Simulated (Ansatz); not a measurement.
# RbBr (Fm-3m) in Ansatz: a series of runs

Runs on RbBr. Level: PBE. Tasks: band structure.

All numbers are computed with Ansatz 0.2.0; they aren't measurements. Logs are shortened: lines on timing, memory, paths and dates and some standing lists are left out, and cuts for length are marked.

**1. Starting point**

Symmetry: Fm-3m, No. 225, cubic system. The conventional cell has a = 6.854 Å, b = 6.854 Å, c = 6.854 Å, α = 90.00°, β = 90.00°, γ = 90.00°. Around Rb (site symmetry m-3m) lie 6 Br at 3.43 Å. Br (site symmetry m-3m) is surrounded by 6 Rb at 3.43 Å.

**2. Band structure, PBE**

File input.yaml:

```yaml
crystal:
  lattice:
    - [0.0, 3.427, 3.427]
    - [3.427, 0.0, 3.427]
    - [3.427, 3.427, 0.0]
  atoms:
    - { symbol: Rb, position: [0.0, 0.0, 0.0] }
    - { symbol: Br, position: [0.5, 0.5, 0.5] }
kpoints:
  mp_grid: { grid: [5, 5, 5] }
  band_path:
    path:
      - [0.0, 0.0, 0.0]
      - [0.5, 0.0, 0.5]
      - [0.5, 0.25, 0.75]
      - [0.375, 0.375, 0.75]
      - [0.0, 0.0, 0.0]
      - [0.5, 0.5, 0.5]
      - [0.625, 0.25, 0.625]
      - [0.5, 0.25, 0.75]
    npoints: 10
scf:
  occupations: { method: fermi_dirac, width: 0.05 }
hamiltonian:
  xc: pbe
  pseudopotentials: { kind: all_electron, lapw: { basis_error: 0.001 } }
output:
  forces: true
  stress: true
  eigenvalues: true
```

Potentials or basis: all-electron LAPW, scalar-relativistic.

On the command line:

```bash
> ansatz run input.yaml --threads 1 --pin off --max-ram 3072MiB --backend cpu --events-out ev --progress --plain --runs-dir out
```

Log:

```text
Warning: RAYON_NUM_THREADS=1 ignored (pool sized by the plan → 1); use --threads N
LAPW: plane waves up to 5.587 Å⁻¹, error target 1.0e-3 eV per atom; small_component_spin mean_spin; Br in spheres of 1.696 Å, 23 of its electrons in bands, Dirac shells []; Rb in spheres of 1.731 Å, 25 of its electrons in bands, Dirac shells [] (how accurate: hamiltonian.pseudopotentials.lapw.basis_error, Limitations)
Engine: ansatz 0.2.0, x86_64-unknown-linux-gnu
Pseudopotentials: kind: all_electron
Pseudopotential: Rb, LAPW, valence charge 25, lapw/all_electron/scalar/gaussian/Rb, Koelling and Harmon's equation, gaussian nucleus
Pseudopotential: Br, LAPW, valence charge 23, lapw/all_electron/scalar/gaussian/Br, Koelling and Harmon's equation, gaussian nucleus
Functional definition: PBE
  parameter kappa = 0.804
  parameter beta = 0.06672455060314922
  exchange = pbe_x(kappa = kappa, mu = beta*pi^2/3)
  correlation = pbe_c(beta = beta)
Crystal: 2 atoms, lattice volume = 80.496 Å³
Basis set: ecut = 118.91783720910362 eV, 259 PW (Γ), exchange–correlation at level 2
Bands: 29, of which v1, the nominal top of the filled ones, is band 24 counted from 1 (23 counted from 0)
Symmetry: 48 space group operations
Space group: Fm-3m (ITA 225), of the structure as read, at distance tolerance 4.3e-5 Å
k-points: 10 of 125
Non-local potential: Rb, projectors of the file, none
Non-local potential: Br, projectors of the file, none
Initial density: superposition of atomic densities (chi_scale 0.1, normalization cell, long waves kept (reshape's long-wave potential 0.00 eV rms))
Initial wavefunctions: plane waves of lowest kinetic energy (no species holds an atomic orbital)
Functional: x = pbe(κ = 0.804, μ = 0.2195149727645171), c = pbe(β = 0.06672455060314922)
iter 1 solved again at ethr=8.86e-4 eV; its pass at ethr=1.00e-1 eV (dr2=4.26e-1 eV) is discarded
SCF iter   1: F=—  HF=-152051.503767 eV  |F-HF|=—  |Δ(HF+E_count)|=         —  Δρ=1.38e-2  dr2=4.26e-1  ethr=8.86e-4  ⟨swp⟩=2.2  Hψ=1702  notcnv=0
preconditioner: auto → none  [insulator: Δε(μ)=4.938 eV  Ē_g=13.846 eV  σ=0.050 eV  W_gap=1.00  n_scr=14 (ndim 8)  ℏωp=15.5 eV  f_vac=0.288  D(μ)=0.00/eV (n_scr^D=0)  ε∞_Penn≈2.3]
iter 2 solved again at ethr=4.54e-5 eV; its pass at ethr=8.86e-4 eV (dr2=2.18e-2 eV) is discarded
SCF iter   2: F=—  HF=-152051.276882 eV  |F-HF|=—  |Δ(HF+E_count)|=   2.27e-1  Δρ=3.26e-3  dr2=2.18e-2  ethr=4.54e-5  ⟨swp⟩=2.0  Hψ=1500  notcnv=0
SCF iter   3: F=—  HF=-152051.283531 eV  |F-HF|=—  |Δ(HF+E_count)|=   6.65e-3  Δρ=1.99e-3  dr2=8.51e-3  ethr=4.54e-5  ⟨swp⟩=2.0  Hψ=929  notcnv=0
SCF iter   4: F=—  HF=-152051.289816 eV  |F-HF|=—  |Δ(HF+E_count)|=   6.28e-3  Δρ=3.06e-4  dr2=1.76e-4  ethr=1.77e-5  ⟨swp⟩=2.9  Hψ=942  notcnv=0
SCF iter   5: F=—  HF=-152051.290109 eV  |F-HF|=—  |Δ(HF+E_count)|=   2.94e-4  Δρ=5.03e-5  dr2=4.00e-6  ethr=3.66e-7  ⟨swp⟩=2.9  Hψ=917  notcnv=0
SCF iter   6: F=—  HF=-152051.290077 eV  |F-HF|=—  |Δ(HF+E_count)|=   3.22e-5  Δρ=3.35e-6  dr2=9.41e-9  ethr=8.33e-9  ⟨swp⟩=3.0  Hψ=956  notcnv=0
SCF iter   7: F=-152051.290077 eV  HF=-152051.290077 eV  |F-HF|=1.69e-8  |Δ(HF+E_count)|=   2.86e-7  Δρ=1.30e-6  dr2=1.82e-9  ethr=1.96e-11  ⟨swp⟩=3.0  Hψ=951  notcnv=0
SCF 1 converged in 7 iterations: F = -152051.290077 eV  dr2 = 1.82e-9
NSCF: frozen V_eff on 71 k-points
SCF converged after 7 iterations
Free energy (F): -152051.290077 eV
Harris-Foulkes:  -152051.290077 eV  (|F-HF|=1.69e-8)
Internal energy: -152051.290077 eV  (E = F + TS)
E sigma→0 (E₀):  -152051.290077 eV
Fermi energy:    4.918420 eV
--- Per-component energies (eV) ---
  E_band       = -3834.232228
  E_kinetic    = 156115.365750
  E_xc         = -5257.513163
  E_electrostatic = -302909.142663  (all electrons and nuclei)
  E_smearing   = -0.000000  (= −TS)
  E_closure    = 0.000000  (closes the sum)
  E_atoms      = -152045.227687  (free atoms, spherical and without spin; not in F)
  Σ components = -152051.290077   (vs F -152051.290077, Δ=0.00e0)
  Basis errors (estimates in eV, not in F): energy 4.2e-4 per atom: plane waves 3.7e-4 (2.0e-4 summed), levels above the bands 1.3e-53, relativity 3.9e-8, radial functions 4.1e-5, core shells 1.3e-6; eigenvalues (radial functions only) 6.1e-6; not estimated: angular momenta, meshes, grids; target (lapw.basis_error) 1.0e-3; muffin-tin radii Br 1.696 Å, Rb 1.731 Å
--- Forces (eV/Å), atoms counted from 1 ---
  atom   1  Rb    -0.00000000     0.00000000    -0.00000000
  atom   2  Br     0.00000000    -0.00000000    -0.00000000
  max |Σ_I F_I| component: 1.11e-31 eV/Å
--- Stress (GPa, compression-positive) ---
        0.998885      -0.000000       0.000000
       -0.000000       0.998885      -0.000000
        0.000000      -0.000000       0.998885
  P = ⅓ Tr σ = 0.9989 GPa (9.989 kbar)
--- Band table (eV; the first three rows and the last of 10) ---
  k-point 0: bands = ["-214.5385", "-214.5385", "-214.5385", "-162.0767", "-162.0767", "-162.0767", "-93.7038", "-93.7038", "-93.7038", "-93.7031", "-93.7031", "-55.3737", "-55.3737", "-55.3727", "-55.3727", "-55.3727", "-21.7338", "-9.5010", "-5.8076", "-5.8076", "-5.8076", "2.6814", "2.6814", "2.6814", "7.0464", "9.9657", "9.9657", "9.9657", "10.8547"]
  k-point 1: bands = ["-214.5385", "-214.5385", "-214.5385", "-162.0767", "-162.0767", "-162.0767", "-93.7038", "-93.7038", "-93.7038", "-93.7031", "-93.7031", "-55.3737", "-55.3737", "-55.3727", "-55.3727", "-55.3727", "-21.7305", "-9.5159", "-5.8102", "-5.8102", "-5.7910", "2.2759", "2.5522", "2.5522", "7.9270", "9.8166", "10.4335", "10.4335", "11.4300"]
  k-point 2: bands = ["-214.5385", "-214.5385", "-214.5385", "-162.0767", "-162.0767", "-162.0767", "-93.7038", "-93.7038", "-93.7038", "-93.7031", "-93.7031", "-55.3737", "-55.3737", "-55.3727", "-55.3727", "-55.3727", "-21.7253", "-9.5397", "-5.8144", "-5.8144", "-5.7645", "1.7699", "2.3590", "2.3590", "9.2920", "10.2057", "11.6773", "11.6773", "12.6756"]
  k-point 9: bands = ["-214.5385", "-214.5385", "-214.5385", "-162.0767", "-162.0767", "-162.0767", "-93.7038", "-93.7038", "-93.7038", "-93.7031", "-93.7031", "-55.3737", "-55.3737", "-55.3727", "-55.3727", "-55.3727", "-21.7223", "-9.4859", "-5.9098", "-5.9095", "-5.7956", "2.0877", "2.3327", "2.3990", "9.3575", "10.0161", "11.0149", "11.8428", "12.8813"]
```

Run time: 4.5 s. Hardware: 1 thread of Intel Xeon Platinum 8488C (Sapphire Rapids), shared host; peak memory 0.28 GiB.

Results:

- Free energy: -152051.2901 eV
- Pressure: 1.0 GPa
- Band gap on the k mesh: 4.36 eV, direct
- Band gap along the path: 4.37 eV, direct

Levels at the corners of the path, in eV from the valence-band top:
```
point  band 20  band 21  band 22  band 23  band 24  band 25  band 26  band 27  band 28  band 29
    Γ    -8.49    -8.49     0.00     0.00     0.00     4.37     7.28     7.28     7.28     8.17
    X    -8.56    -8.56    -0.47    -0.16    -0.16     5.61     7.13     9.20     9.21     9.44
    W    -8.62    -8.47    -0.49    -0.35    -0.35     7.08     7.08     8.27     8.62    10.87
    K    -8.54    -8.52    -0.49    -0.41    -0.26     6.35     8.13     8.16     8.86     9.97
    Γ    -8.49    -8.49     0.00     0.00     0.00     4.37     7.28     7.28     7.28     8.17
    L    -8.50    -8.44    -0.99    -0.35    -0.35     6.82     7.72     9.49     9.49    10.16
    U    -8.54    -8.52    -0.49    -0.41    -0.26     6.35     8.13     8.16     8.86     9.97
    W    -8.62    -8.47    -0.49    -0.35    -0.35     7.08     7.08     8.27     8.62    10.87
```

**3. Band structure, PBE, spin-orbit coupling, no magnetisation**

input.yaml: that of step 2 with these lines changed.

```diff
@@ -26,2 +26,5 @@
   pseudopotentials: { kind: all_electron, lapw: { basis_error: 0.001 } }
+magnetization:
+  noncollinear: true
+  spin_orbit: true
 output:
```

Potentials or basis: all-electron LAPW, relativistic spinors.

On the command line:

```bash
> ansatz run input.yaml --threads 1 --pin off --max-ram 3072MiB --backend cpu --events-out ev --progress --plain --runs-dir out
```

Run time: 26 s. Hardware: 1 thread of Intel Xeon Platinum 8488C (Sapphire Rapids), shared host; peak memory 0.39 GiB.

It converged, with:

```yaml
Free_energy: -152063.1688 eV
Pressure: 1.0 GPa
Band_gap_on_the_k_mesh: 4.20 eV, direct
Band_gap_along_the_path: 4.20 eV, direct
```

Levels at the corners of the path, in eV from the valence-band top:
```csv
point,band 44,band 45,band 46,band 47,band 48,band 49,band 50,band 51,band 52,band 53
Γ,-0.50,0.00,0.00,0.00,0.00,4.20,4.20,7.12,7.12,7.12
X,-0.76,-0.37,-0.37,-0.16,-0.16,5.45,5.45,6.97,6.97,9.04
W,-0.85,-0.44,-0.44,-0.39,-0.39,6.91,6.91,6.94,6.94,8.11
K,-0.85,-0.49,-0.49,-0.33,-0.33,6.18,6.18,7.95,7.95,8.02
Γ,-0.50,0.00,0.00,0.00,0.00,4.20,4.20,7.12,7.12,7.12
L,-1.22,-0.60,-0.60,-0.37,-0.37,6.65,6.65,7.56,7.56,9.33
U,-0.85,-0.49,-0.49,-0.33,-0.33,6.18,6.18,7.95,7.95,8.02
W,-0.85,-0.44,-0.44,-0.39,-0.39,6.91,6.91,6.94,6.94,8.11
```
